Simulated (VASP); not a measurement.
# Al (Fm-3m) in VASP: notebook

Runs on Al. Level: PBE. Tasks: single point.

Program: VASP 6.6.1. These are calculated values, not measurements. Logs are shortened: lines on timing, memory, paths and dates and some standing lists are left out, and cuts for length are marked.

## 1. The structure

Symmetry: Fm-3m, No. 225, cubic system. The conventional cell has a = 4.050 Å, b = 4.050 Å, c = 4.050 Å, α = 90.00°, β = 90.00°, γ = 90.00°. Al (site symmetry m-3m) is surrounded by 12 Al at 2.86 Å.

## 2. Single point, PBE

Contents of INCAR:

```
SYSTEM = Al
PREC = Accurate
ENCUT = 500
EDIFF = 1E-7
ISMEAR = -1
SIGMA = 0.1
LREAL = .False.
LASPH = .True.
NELM = 100
ALGO = Normal
ISIF = 2
LWAVE = .False.
LCHARG = .False.
GGA = PE
NBANDS = 8
ADDGRID = .False.
```

Contents of KPOINTS:

```
regular mesh
0
Gamma
  17 17 17
  0 0 0
```

Contents of POSCAR:

```
Al
1.0
   -0.0142710000      2.0302060000      1.9470980000
    2.0319350000     -0.0386130000      1.9714400000
    2.0296090000      2.0522230000     -0.0362870000
Al
1
Direct
    0.0259050000     -0.0062880000     -0.0081470000
```

Potentials or basis: VASP PAW PBE potentials, release 64 (Al).

Launch:

```console
$ cat potpaw_PBE.64/Al/POTCAR > POTCAR
$ mpirun -np 1 vasp_std > vasp.out
```

OUTCAR:

```text
SYSTEM = Al
   PREC = Accurate
   ENCUT = 500
   EDIFF = 1E-7
   ISMEAR = -1
   LREAL = .False.
   LASPH = .True.
   NELM = 100
   ISIF = 2
   GGA = PE

 Found   2457 irreducible k-points:

 Following reciprocal coordinates:
            Coordinates               Weight
  0.000000  0.000000  0.000000      1.000000
  0.058824  0.000000 -0.000000      2.000000
  0.117647  0.000000 -0.000000      2.000000
  0.176471  0.000000 -0.000000      2.000000
  0.235294  0.000000 -0.000000      2.000000
  0.294118  0.000000 -0.000000      2.000000
   k-points           NKPTS =   2457   k-points in BZ     NKDIM =   2457   number of bands    NBANDS=      8
   number of dos      NEDOS =    301   number of ions     NIONS =      1
   total plane-waves  NPLWV =  13824
   dimension x,y,z NGX =    24 NGY =   24 NGZ =   24
   dimension x,y,z NGXF=    48 NGYF=   48 NGZF=   48
   ions per type =               1
   NGX,Y,Z   is equivalent  to a cutoff of  14.18, 14.09, 13.82 a.u.
   NGXF,Y,Z  is equivalent  to a cutoff of  28.37, 28.18, 27.64 a.u.
 SYSTEM =  Al
   PREC   = accura    normal or accurate (medium, high low for compatibility)
   ISTART =      0    job   : 0-new  1-cont  2-samecut
   ICHARG =      2    charge: 1-file 2-atom 10-const
   ISPIN  =      1    spin polarized calculation?
   LNONCOLLINEAR =      F non collinear calculations
   LSORBIT =      F    spin-orbit coupling
   LASPH  =      T    aspherical Exc in radial PAW
   ENCUT  =  500.0 eV  36.75 Ry    6.06 a.u.   5.13  5.16  5.26*2*pi/ulx,y,z
   NELM   =    100;   NELMIN=  2; NELMDL= -5     # of ELM steps
   EDIFF  = 0.1E-06   stopping-criterion for ELM
   LREAL  =      F    real-space projection
   EDIFFG = 0.1E-05   stopping-criterion for IOM
   NSW    =      0    number of steps for IOM
   IBRION =     -1    ionic relax: 0-MD 1-quasi-New 2-CG
   NFREE  =      0    steps in history (QN), initial steepest desc. (CG)
   ISIF   =      2    stress and relaxation
   ISYM   =      2    0-nonsym 1-usesym 2-fastsym
   POTIM  = 0.5000    time-step for ionic-motion
   TEBEG  =    0.0;   TEEND  =   0.0 temperature during run
   PSTRESS=    0.0 pullay stress
   NELECT =       3.0000    total number of electrons
   NUPDOWN=      -1.0000    fix difference up-down
   EMIN   =  10.00;   EMAX   =-10.00  energy-range for DOS
   EFERMI =   0.00;   METHOD = LEGACY
   ISMEAR =    -1;   SIGMA  =   0.10  broadening in eV -4-tet -1-fermi 0-gaus
   EFERMI_NEDOS =   21; number of points for ismear=-14 and -15
   IALGO  =     38    algorithm
   IMIX   =      4    mixing-type and parameters
     AMIX     =   0.40;   BMIX     =  1.00
     AMIX_MAG =   1.60;   BMIX_MAG =  1.00
  volume/ion in A,a.u.               =      16.60       112.04
  Fermi-wavevector in a.u.,A,eV,Ry     =   0.925526  1.748991 11.654732  0.856599
  Thomas-Fermi vector in A             =   2.051390
   LORBIT       =      0    0 simple, 1 ext, 2 COOP (PROOUT), +10 PAW based schemes
   GGA     = PE    functional components
   LHFCALC =     F    Hartree Fock is set to
   AEXX    =    0.0000 exact exchange contribution
   IVDW    =     0    specifies the selected vdW correction
   LEPSILON=     F    determine dielectric tensor
   LRPA    =     F    only Hartree local field effects (RPA)
 non-spin polarized calculation
  energy-cutoff  :      500.00
  volume of cell :       16.60
 maximum number of plane-waves:       435
 NGX is ok and might be reduce to    24
   NGX = 11   NGY = 11   NGZ = 11

 number of electron       3.0000000 magnetization

 Free energy of the ion-electron system (eV)
  ---------------------------------------------------
  ext. energy  EPLUGINS =         0.00000000
  ---------------------------------------------------
  free energy    TOTEN  =        -3.74946854 eV

  energy without entropy =       -3.73648884  energy(sigma->0) =       -3.74297869

 E-fermi :   7.9195     XC(G=0): -10.1737

 val. band max:        7.9182211459   @ k =  -0.4118   0.1765   0.3529
 cond. band min:       7.9226892185   @ k =   0.3529  -0.0588   0.4706
 fundamental gap:      0.0044680726
 Fermi energy:         7.9195368478

 k-point     1 :       0.0000    0.0000    0.0000
  band No.  band energies     occupation
      1      -3.1565      2.00000
      2      20.0457      0.00000
      3      20.4252      0.00000
      4      21.1329      0.00000
      5      21.4464      0.00000
      6      21.8572      0.00000
      7      22.4957      0.00000
      8      24.5320      0.00000

 k-point     2 :       0.0588    0.0000   -0.0000
  band No.  band energies     occupation
      1      -3.0617      2.00000
      2      19.0286      0.00000
      3      19.7449      0.00000
      4      20.4455      0.00000
      5      21.9431      0.00000
      6      22.3605      0.00000
      7      23.0550      0.00000
      8      25.5575      0.00000

 k-point     3 :       0.1176    0.0000   -0.0000
  band No.  band energies     occupation
      1      -2.7777      2.00000
      2      16.7110      0.00000
      3      19.1838      0.00000
      4      19.8585      0.00000
      5      22.5332      0.00000
      6      22.8792      0.00000
      7      23.7874      0.00000
      8      25.0228      0.00000

 k-point     4 :       0.1765    0.0000   -0.0000
  band No.  band energies     occupation
      1      -2.3058      2.00000
      2      14.3489      0.00000
      3      18.7177      0.00000
      4      19.3967      0.00000
      5      22.3792      0.00000
      6      23.2529      0.00000
      7      23.9910      0.00000
      8      24.9633      0.00000

 k-point     5 :       0.2353    0.0000   -0.0000
  band No.  band energies     occupation
      1      -1.6476      2.00000
      2      12.0718      0.00000
      3      18.3843      0.00000
      4      19.0842      0.00000
      5      22.1588      0.00000
      6      22.2955      0.00000
      7      23.3068      0.00000
      8      25.8261      0.00000

 k-point     6 :       0.2941    0.0000   -0.0000
  band No.  band energies     occupation
      1      -0.8059      2.00000
      2       9.9175      0.00000
      3      18.1957      0.00000
      4      18.9284      0.00000
      5      21.2133      0.00000
      6      22.1459      0.00000
      7      22.2752      0.00000
      8      25.9370      0.00000

 [... further k-points ...]

------------------------ aborting loop because EDIFF is reached ----------------------------------------

  FORCE on cell =-STRESS in cart. coord.  units (eV):
  Direction    XX          YY          ZZ          XY          YZ          ZX
  --------------------------------------------------------------------------------------
  -------------------------------------------------------------------------------------
  Total       -0.0896716     -0.1426798      0.1312237      0.0364012      0.1120983      0.0186357
  in kB       -8.6533841    -13.7687160     12.6631930      3.5127443     10.8175745      1.7983606
  external PRESSURE =      -3.2529690 kB  Pullay stress =       0.0000000 kB

 VOLUME and BASIS-vectors are now :
 -----------------------------------------------------------------------------
  energy-cutoff  :      500.00
  volume of cell :       16.60
      direct lattice vectors                 reciprocal lattice vectors
    -0.014271000  2.030206000  1.947098000    -0.243600396  0.245440565  0.255882689
     2.031935000 -0.038613000  1.971440000     0.245113160 -0.237992671  0.249947439
     2.029609000  2.052223000 -0.036287000     0.245598817  0.239991210 -0.248434673

 POSITION                                       TOTAL-FORCE (eV/Angst)
 -----------------------------------------------------------------------------------
      4.03186      2.04973      1.97349         0.000000      0.000000      0.000000
 -----------------------------------------------------------------------------------
    total drift:                                0.000000     -0.000000      0.000000

  FREE ENERGIE OF THE ION-ELECTRON SYSTEM (eV)
  ---------------------------------------------------
  free  energy   TOTEN  =        -3.7494685443 eV

  energy  without entropy=       -3.7364888362  energy(sigma->0) =       -3.74297869
```

Run time: 94 s. Hardware: 1 thread of Intel Xeon 6975P-C (Granite Rapids), shared host; peak memory 0.35 GiB.

These settings aren't checked as converged: the numbers below hold their error.

Results:

```yaml
Free_energy: -3.7495 eV
Pressure: -0.3 GPa
Band_gap_on_the_k_mesh: none (metal or under the smearing width)
```

## 3. Single point, PBE

INCAR, as its differences from that of step 2:

```diff
@@ -2,3 +2,3 @@
 PREC = Accurate
-ENCUT = 500
+ENCUT = 600
 EDIFF = 1E-7
```

KPOINTS is that of step 2.

Contents of POSCAR:

```
Al
1.0
    0.0000000000      2.0248050000      2.0248050000
    2.0248050000      0.0000000000      2.0248050000
    2.0248050000      2.0248050000      0.0000000000
Al
1
Direct
    0.0000000000      0.0000000000      0.0000000000
```

Potentials or basis: VASP PAW PBE potentials, release 64 (Al).

Launch:

```console
$ cat potpaw_PBE.64/Al/POTCAR > POTCAR
$ mpirun -np 1 vasp_std > vasp.out
```

It took 8.6 s on 1 thread of Intel Xeon 6975P-C (Granite Rapids), shared host; peak memory 0.14 GiB.

The run converged, but some of its settings lie outside the range that counts as converged, so its numbers aren't taken as properties of the crystal.

What came out:

- Free energy: -3.7547 eV
- Pressure: -0.5 GPa
- Band gap on the k mesh: none (metal or under the smearing width)

## 4. The reference run

An earlier run on the cell as given: functional PBE; potentials or basis VASP PAW PBE potentials, release 64 (Al); cutoff 520 eV; k mesh 11 × 11 × 11; occupations fermi-dirac, width 0.05 eV; no spin polarisation.

* Pressure: -0.5 GPa
* Band gap on the k mesh: none (metal or under the smearing width)
